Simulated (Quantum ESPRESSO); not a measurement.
# MgS (Niningerite) (Fm-3m) in Quantum ESPRESSO: a series of runs

The runs below take MgS (Niningerite) through phonons, with vdW-DF-cx, PBE.

Everything below comes from runs of Quantum ESPRESSO 7.5. Logs are shortened: lines on timing, memory, paths and dates and some standing lists are left out, and cuts for length are marked.

## (1) The structure

It takes space group Fm-3m (No. 225, cubic). The conventional cell has a = 5.203 Å, b = 5.203 Å, c = 5.203 Å, α = 90.00°, β = 90.00°, γ = 90.00°. S (site symmetry m-3m) is surrounded by 6 Mg at 2.60 Å. Mg (site symmetry m-3m) is surrounded by 6 S at 2.60 Å.

## (2) Phonons, vdW-DF-cx

The input, pw.in:

```
&CONTROL
  calculation = 'scf'
  prefix = 'pwscf'
  outdir = './tmp'
  pseudo_dir = './pseudo'
  tprnfor = .true.
  tstress = .true.
  disk_io = 'low'
/
&SYSTEM
  ibrav = 0
  nat = 2
  ntyp = 2
  ecutwfc = 84
  nbnd = 14
  input_dft = 'vdw-df-cx'
  occupations = 'smearing'
  smearing = 'fd'
  degauss = 0.00367493
/
&ELECTRONS
  conv_thr = 4d-10
  electron_maxstep = 120
  mixing_beta = 0.5
/
ATOMIC_SPECIES
S     32.0600 S.upf
Mg    24.3050 Mg.upf
CELL_PARAMETERS angstrom
   0.0000000000    2.6016500000    2.6016500000
   2.6016500000    0.0000000000    2.6016500000
   2.6016500000    2.6016500000    0.0000000000
ATOMIC_POSITIONS angstrom
S      2.6016500000    2.6016500000    2.6016500000
Mg     0.0000000000    0.0000000000    0.0000000000
K_POINTS automatic
4 4 4 1 1 1
```

The input, relax.in:

```
&CONTROL
  calculation = 'vc-relax'
  prefix = 'pwscf'
  outdir = './tmp'
  pseudo_dir = './pseudo'
  tprnfor = .true.
  tstress = .true.
  disk_io = 'low'
  nstep = 40
  forc_conv_thr = 0.0001
  etot_conv_thr = 1d-06
/
&SYSTEM
  ibrav = 0
  nat = 2
  ntyp = 2
  ecutwfc = 84
  nbnd = 14
  input_dft = 'vdw-df-cx'
  occupations = 'smearing'
  smearing = 'fd'
  degauss = 0.00367493
/
&ELECTRONS
  conv_thr = 4d-10
  electron_maxstep = 120
  mixing_beta = 0.5
/
&IONS
  ion_dynamics = 'bfgs'
/
&CELL
  cell_dynamics = 'bfgs'
  press = 0
  press_conv_thr = 0.2
/
ATOMIC_SPECIES
S     32.0600 S.upf
Mg    24.3050 Mg.upf
CELL_PARAMETERS angstrom
   0.0000000000    2.6016500000    2.6016500000
   2.6016500000    0.0000000000    2.6016500000
   2.6016500000    2.6016500000    0.0000000000
ATOMIC_POSITIONS angstrom
S      2.6016500000    2.6016500000    2.6016500000
Mg     0.0000000000    0.0000000000    0.0000000000
K_POINTS automatic
4 4 4 1 1 1
```

The input, scf2.in:

```
&CONTROL
  calculation = 'scf'
  prefix = 'pwscf'
  outdir = './tmp'
  pseudo_dir = './pseudo'
  tprnfor = .true.
  tstress = .true.
  disk_io = 'low'
/
&SYSTEM
  ibrav = 0
  nat = 2
  ntyp = 2
  ecutwfc = 84
  nbnd = 14
  input_dft = 'vdw-df-cx'
  occupations = 'fixed'
/
&ELECTRONS
  conv_thr = 1d-13
  electron_maxstep = 120
  mixing_beta = 0.5
  startingpot = 'file'
  startingwfc = 'file'
/
ATOMIC_SPECIES
S     32.0600 S.upf
Mg    24.3050 Mg.upf
CELL_PARAMETERS angstrom
   0.0000000000    2.6049848848    2.6049848848
   2.6049848848    0.0000000000    2.6049848848
   2.6049848848    2.6049848848    0.0000000000
ATOMIC_POSITIONS angstrom
S      2.6049848848    2.6049848848    2.6049848848
Mg     0.0000000000    0.0000000000    0.0000000000
K_POINTS automatic
4 4 4 1 1 1
```

The input, ph.in:

```
phonons of MgS
&INPUTPH
  prefix = 'pwscf'
  outdir = './tmp'
  tr2_ph = 1d-18
  fildyn = 'dyn'
  niter_ph = 90
  alpha_mix(1) = 0.7
  epsil = .true.
/
0.0000000000 0.0000000000 0.0000000000
```

The input, dynmat.in:

```
&INPUT
  fildyn = 'dyn'
  asr = 'crystal'
  lperm = .true.
  filout = 'dynmat.disp'
  fileig = 'dynmat.eig'
/
```

The input, dynmat_lo.in:

```
&INPUT
  fildyn = 'dyn'
  asr = 'crystal'
  filout = 'dynmat_lo.disp'
  fileig = 'dynmat_lo.eig'
  q(1) = 0
  q(2) = 0
  q(3) = 1
/
```

Potentials or basis: PseudoDojo 0.4.1 SR PBE standard.

Started as:

```bash
$ OMP_NUM_THREADS=1 pw.x -in pw.in > pw.out
$ OMP_NUM_THREADS=1 pw.x -in relax.in > relax.out
$ OMP_NUM_THREADS=1 pw.x -in scf2.in > scf2.out
$ OMP_NUM_THREADS=1 ph.x -in ph.in > ph.out
$ OMP_NUM_THREADS=1 dynmat.x -in dynmat.in > dynmat.out
$ OMP_NUM_THREADS=1 dynmat.x -in dynmat_lo.in > dynmat_lo.out
```

pw.out:

```text
This program is part of the open-source Quantum ESPRESSO suite
     for quantum simulation of materials; please cite
         "P. Giannozzi et al., J. Phys.:Condens. Matter 21 395502 (2009);
         "P. Giannozzi et al., J. Phys.:Condens. Matter 29 465901 (2017);
         "P. Giannozzi et al., J. Chem. Phys. 152 154105 (2020);
     in publications or presentations arising from this work. More details at

     IMPORTANT: XC functional enforced from input :
     Exchange-correlation= VDW-DF-CX
                           (   1   4  27   0   1   0   0)
     Any further DFT definition will be discarded
     Please, verify this is what you really want

     Message from routine setup:
     using ibrav=0 with symmetry is DISCOURAGED, use correct ibrav instead

     G-vector sticks info
     --------------------
     sticks:   dense  smooth     PW     G-vecs:    dense   smooth      PW
     Sum        1123    1123    313                24693    24693    3839

     Using Slab Decomposition

     bravais-lattice index     =            0
     lattice parameter (alat)  =       6.9528  a.u.
     unit-cell volume          =     237.6694 (a.u.)^3
     number of atoms/cell      =            2
     number of atomic types    =            2
     number of electrons       =        16.00
     number of Kohn-Sham states=           14
     kinetic-energy cutoff     =      84.0000  Ry
     charge density cutoff     =     336.0000  Ry
     scf convergence threshold =      4.0E-10
     mixing beta               =       0.5000
     number of iterations used =            8  plain     mixing
     Exchange-correlation= VDW-DF-CX
                           (   1   4  27   0   1   0   0)

     celldm(1)=   6.952848  celldm(2)=   0.000000  celldm(3)=   0.000000
     celldm(4)=   0.000000  celldm(5)=   0.000000  celldm(6)=   0.000000

[... 8 lines left out ...]
               b(3) = (  0.707107  0.707107 -0.707107 )

     PseudoPot. # 1 for S  read from file:
     S.upf
     Pseudo is Norm-conserving + core correction, Zval =  6.0
     Generated using ONCVPSP code by D. R. Hamann
     Using radial grid of 1146 points,  6 beta functions with:
                l(1) =   0
                l(2) =   0
                l(3) =   1
                l(4) =   1
                l(5) =   2
                l(6) =   2

     PseudoPot. # 2 for Mg read from file:
     Mg.upf
     Pseudo is Norm-conserving, Zval = 10.0
     Generated using ONCVPSP code by D. R. Hamann
     Using radial grid of 1510 points,  4 beta functions with:
                l(1) =   0
                l(2) =   0
                l(3) =   1
                l(4) =   1

     atomic species   valence    mass     pseudopotential
     S                 6.00    32.06000     S ( 1.00)
     Mg               10.00    24.30500     Mg( 1.00)

     48 Sym. Ops., with inversion, found

   Cartesian axes

     site n.     atom                  positions (alat units)
         1        S      tau(   1) = (   0.7071068   0.7071068   0.7071068  )
         2        Mg     tau(   2) = (   0.0000000   0.0000000   0.0000000  )

     number of k points=    10  Fermi-Dirac smearing, width (Ry)=  0.0037
                       cart. coord. in units 2pi/alat
        k(    1) = (   0.0883883   0.0883883   0.0883883), wk =   0.0625000
        k(    2) = (   0.2651650   0.2651650  -0.0883883), wk =   0.1875000
        k(    3) = (  -0.2651650  -0.2651650   0.4419417), wk =   0.1875000
        k(    4) = (  -0.0883883  -0.0883883   0.2651650), wk =   0.1875000
        k(    5) = (   0.4419417   0.0883883   0.0883883), wk =   0.1875000
        k(    6) = (  -0.0883883  -0.4419417   0.6187184), wk =   0.3750000
        k(    7) = (   0.0883883  -0.2651650   0.4419417), wk =   0.3750000
        k(    8) = (  -0.6187184   0.0883883   0.0883883), wk =   0.1875000
        k(    9) = (   0.2651650   0.2651650   0.2651650), wk =   0.0625000
        k(   10) = (  -0.2651650  -0.2651650   0.7954951), wk =   0.1875000

     Dense  grid:    24693 G-vectors     FFT dimensions: (  45,  45,  45)

     Initial potential from superposition of free atoms

     starting charge      15.9992, renormalised to      16.0000

     %%%%%%%%%%%%%%%%%%%%%%%%%%%%%%%%%%%%%%%%%%%%%%%%%%%%%%%%%%%%%%%%%%%%%%%%
     %                                                                      %
     % You are using vdW-DF, which was implemented by the Thonhauser group. %
     % Please cite the following two papers that made this development      %
     % possible and the two reviews that describe the various versions:     %
     %                                                                      %
     %   T. Thonhauser et al., PRL 115, 136402 (2015).                      %
     %   T. Thonhauser et al., PRB 76, 125112 (2007).                       %
     %   K. Berland et al., Rep. Prog. Phys. 78, 066501 (2015).             %
     %   D.C. Langreth et al., J. Phys.: Condens. Matter 21, 084203 (2009). %
     %                                                                      %
     % If you are calculating stress with vdW-DF, please also cite:         %
     %                                                                      %
     %   R. Sabatini et al., J. Phys.: Condens. Matter 24, 424209 (2012).   %
     %                                                                      %
     %%%%%%%%%%%%%%%%%%%%%%%%%%%%%%%%%%%%%%%%%%%%%%%%%%%%%%%%%%%%%%%%%%%%%%%%

     %%%%%%%%%%%%%%%%%%%%%%%%%%%%%%%%%%%%%%%%%%%%%%%%%%%%%%%%%%%%%%%%%%%%%%%%
     %                                                                      %
     %  vdW-DF NEWS:                                                        %
     %                                                                      %
     %  * vdW-DF3 is now available. DOI: 10.1021/acs.jctc.0c00471           %
     %    use with input_dft = 'vdW-DF3-opt1' or 'vdW-DF3-opt2'             %
     %                                                                      %
     %  * Unscreened and range-separated hybrid vdW-DF-cx functionals       %
     %    DOI: 10.1063/1.4986522 and 10.1088/1361-648X/ac2ad2               %
     %    use with input_dft = 'vdW-DF-cx0'    and 'vdW-DF-ahcx'            %
     %  * Unscreened and range-separated hybrid vdW-DF2-b86r functionals    %
     %    DOI: 10.1063/1.4986522 and DOI: 10.1103/PhysRevX.12.041003        %
     %    use with input_dft = 'vdW-DF2-br0' and 'vdW-DF2-ahbr'             %
     %                                                                      %
     %%%%%%%%%%%%%%%%%%%%%%%%%%%%%%%%%%%%%%%%%%%%%%%%%%%%%%%%%%%%%%%%%%%%%%%%

     Starting wfcs are    9 randomized atomic wfcs +    5 random wfcs

     Self-consistent Calculation

     iteration #  1     ecut=    84.00 Ry     beta= 0.50
     Davidson diagonalization with overlap
     ethr =  1.00E-02,  avg # of iterations =  7.0

     Threshold (ethr) on eigenvalues was too large:
     Diagonalizing with lowered threshold

     Davidson diagonalization with overlap
     ethr =  5.45E-04,  avg # of iterations =  1.7

     total energy              =    -140.95365945 Ry
     estimated scf accuracy    <       0.08722761 Ry

     iteration #  2     ecut=    84.00 Ry     beta= 0.50
     Davidson diagonalization with overlap
     ethr =  5.45E-04,  avg # of iterations =  2.0

     total energy              =    -140.96898467 Ry
     estimated scf accuracy    <       0.00364252 Ry

     iteration #  3     ecut=    84.00 Ry     beta= 0.50
     Davidson diagonalization with overlap
     ethr =  2.28E-05,  avg # of iterations =  4.6

     total energy              =    -140.96938935 Ry
     estimated scf accuracy    <       0.00085310 Ry

     iteration #  4     ecut=    84.00 Ry     beta= 0.50
     Davidson diagonalization with overlap
     ethr =  5.33E-06,  avg # of iterations =  1.5

     total energy              =    -140.96944085 Ry
     estimated scf accuracy    <       0.00000784 Ry

     iteration #  5     ecut=    84.00 Ry     beta= 0.50
     Davidson diagonalization with overlap
     ethr =  4.90E-08,  avg # of iterations =  3.1

     total energy              =    -140.96944418 Ry
     estimated scf accuracy    <       0.00000060 Ry

     iteration #  6     ecut=    84.00 Ry     beta= 0.50
     Davidson diagonalization with overlap
     ethr =  3.73E-09,  avg # of iterations =  2.0

     total energy              =    -140.96944437 Ry
     estimated scf accuracy    <       0.00000011 Ry

     iteration #  7     ecut=    84.00 Ry     beta= 0.50
     Davidson diagonalization with overlap
     ethr =  7.18E-10,  avg # of iterations =  2.0

     total energy              =    -140.96944439 Ry
     estimated scf accuracy    <          2.3E-09 Ry

     iteration #  8     ecut=    84.00 Ry     beta= 0.50
     Davidson diagonalization with overlap
     ethr =  1.44E-11,  avg # of iterations =  2.4

     End of self-consistent calculation

          k = 0.0884 0.0884 0.0884 (  3080 PWs)   bands (ev):

   -68.2029 -34.9839 -34.9830 -34.9830  -6.1441   5.3273   6.2665   6.2665
    10.9478  13.9747  14.5315  14.5315  16.0688  16.0688

          k = 0.2652 0.2652-0.0884 (  3087 PWs)   bands (ev):

   -68.2027 -34.9870 -34.9842 -34.9834  -5.4582   3.0604   5.1628   6.0353
    12.0467  13.5561  14.0394  14.5284  16.2302  19.0720

          k =-0.2652-0.2652 0.4419 (  3087 PWs)   bands (ev):

   -68.2026 -34.9891 -34.9843 -34.9840  -4.9388   1.7845   5.1355   5.5766
    11.5359  12.7196  13.8554  16.4549  18.4585  20.2618

          k =-0.0884-0.0884 0.2652 (  3092 PWs)   bands (ev):

   -68.2028 -34.9855 -34.9837 -34.9835  -5.7709   4.0593   5.7570   5.8115
    11.9150  13.1786  13.8105  15.1424  16.1353  17.3560

          k = 0.4419 0.0884 0.0884 (  3087 PWs)   bands (ev):

   -68.2027 -34.9873 -34.9847 -34.9845  -5.1731   2.9731   4.8910   5.1678
    10.9274  12.0378  14.9987  16.1901  18.0699  19.2719

          k =-0.0884-0.4419 0.6187 (  3100 PWs)   bands (ev):

   -68.2026 -34.9878 -34.9864 -34.9850  -4.6438   2.5991   3.5374   4.6265
    11.1503  13.2577  14.6916  16.0878  19.0300  20.7163

          k = 0.0884-0.2652 0.4419 (  3085 PWs)   bands (ev):

   -68.2026 -34.9880 -34.9852 -34.9841  -4.9900   2.4634   4.3715   5.3792
    12.0531  12.7591  14.1742  15.3842  18.0083  20.6840

          k =-0.6187 0.0884 0.0884 (  3094 PWs)   bands (ev):

   -68.2026 -34.9884 -34.9856 -34.9851  -4.6804   2.3712   4.2207   4.8128
     9.8314  11.4525  17.1485  17.3494  19.3965  20.8545

          k = 0.2652 0.2652 0.2652 (  3085 PWs)   bands (ev):

   -68.2027 -34.9885 -34.9837 -34.9837  -5.2317   2.1251   5.8508   5.8508
    11.0500  13.5264  13.5264  16.2658  18.0432  18.5444

          k =-0.2652-0.2652 0.7955 (  3095 PWs)   bands (ev):

   -68.2026 -34.9881 -34.9861 -34.9843  -4.7662   2.2965   3.7169   5.3801
    11.2420  13.8038  14.7464  15.6231  18.6092  18.6608

     the Fermi energy is     8.6902 ev

!    total energy              =    -140.96944439 Ry
     estimated scf accuracy    <          9.1E-11 Ry
     smearing contrib. (-TS)   =      -0.00000000 Ry
     internal energy E=F+TS    =    -140.96944439 Ry

     The total energy is F=E-TS. E is the sum of the following terms:
     one-electron contribution =     -86.37480448 Ry
     hartree contribution      =      44.34876879 Ry
     xc contribution           =     -22.22993218 Ry
     ewald contribution        =     -76.71347653 Ry

     convergence has been achieved in   8 iterations

     Forces acting on atoms (cartesian axes, Ry/au):

     atom    1 type  1   force =     0.00000000   -0.00000000   -0.00000000
     atom    2 type  2   force =     0.00000000    0.00000000    0.00000000

     Total force =     0.000000     Total SCF correction =     0.000000

     Computing stress (Cartesian axis) and pressure

          total   stress  (Ry/bohr**3)                   (kbar)     P=        3.00
   0.00002038  -0.00000000  -0.00000000            3.00       -0.00       -0.00
  -0.00000000   0.00002038  -0.00000000           -0.00        3.00       -0.00
  -0.00000000  -0.00000000   0.00002038           -0.00       -0.00        3.00

=------------------------------------------------------------------------------=
   JOB DONE.
=------------------------------------------------------------------------------=
```

It took 7.7 min on 1 thread of Arm Neoverse V2, shared host; peak memory 0.23 GiB.

Results:

| Item | Value |
| --- | --- |
| Free energy | -1917.9872 eV |
| Relaxed volume | 17.68 Å³/atom |
| Relaxed cell | a = 3.684 Å, b = 3.684 Å, c = 3.684 Å, α = 60.00°, β = 60.00°, γ = 60.00° |
| Space group after relaxing (to 0.05 Å) | Fm-3m (No. 225) |
| Pressure after relaxing | 0.0 GPa |
| Electronic dielectric tensor (diagonal) | 5.41 |
| Born charges (mean of the diagonal) | S -2.33; Mg +2.32 e |
| Highest phonon frequency at Γ, LO-TO splitting left out | 251 cm⁻¹ |
| Static dielectric tensor (diagonal) | 14.19 |

Step by step:
| step | energy change (eV) | largest force (eV/Å) | pressure (GPa) | volume (Å³) |
| --- | --- | --- | --- | --- |
| 1 | 0.0000 | 0.0000 | 0.30 | 35.22 |
| 2 | -0.0001 | 0.0000 | 0.18 | 35.27 |
| 3 | -0.0001 | 0.0000 | 0.05 | 35.33 |
| 4 | -0.0001 | 0.0000 | 0.00 | 35.35 |

Final structure:
```
S Mg
1.0
     0.00000    2.60498    2.60498
     2.60498    0.00000    2.60498
     2.60498    2.60498    0.00000
S Mg
1 1
Direct
  0.50000 0.50000 0.50000
  0.00000 0.00000 0.00000
```

Levels at points of the mesh, in eV from the valence-band top:
```
           k point  band 5  band 6  band 7  band 8  band 9  band 10  band 11  band 12
(0.12, 0.12, 0.12)  -12.39   -0.94    0.00    0.00    4.65     7.71     8.26     8.26
```

Phonon frequencies in cm⁻¹ (negative: imaginary):
| q point | frequencies |
| --- | --- |
| (0.000, 0.000, 0.000) | 58 58 58 251 251 251 |

Electronic dielectric tensor:
```
5.41 0.00 0.00
0.00 5.41 0.00
0.00 0.00 5.41
```

Born effective charge tensors (e):
atom 1, S
```
-2.33  0.00  0.00
 0.00 -2.33  0.00
 0.00  0.00 -2.33
```
atom 2, Mg
```
2.32 0.00 0.00
0.00 2.32 0.00
0.00 0.00 2.32
```

Optical modes at Γ, degenerate ones joined, polar ones without the macroscopic field:
| cm⁻¹ | components | symmetry | active in | IR intensity, summed ((D/Å)²/amu) |
| --- | --- | --- | --- | --- |
| 249 | 3 | T1u | IR | 27.00 |

Zone-centre frequencies without and with the macroscopic field along z (cm⁻¹):
```csv
,optical modes in rising order
without,249 249 249
with the field,249 249 403
```

Static dielectric tensor, electrons and zone-centre modes:
```
14.19  0.00  0.00
 0.00 14.19  0.00
 0.00  0.00 14.19
```

Caveat: the potentials were made for another functional, which shifts forces and pressure; before the sum rule the acoustic modes lie tens of cm⁻¹ from zero, a sign that the density grid also shifts the optical modes.

(Continued in part 2 of 3.)
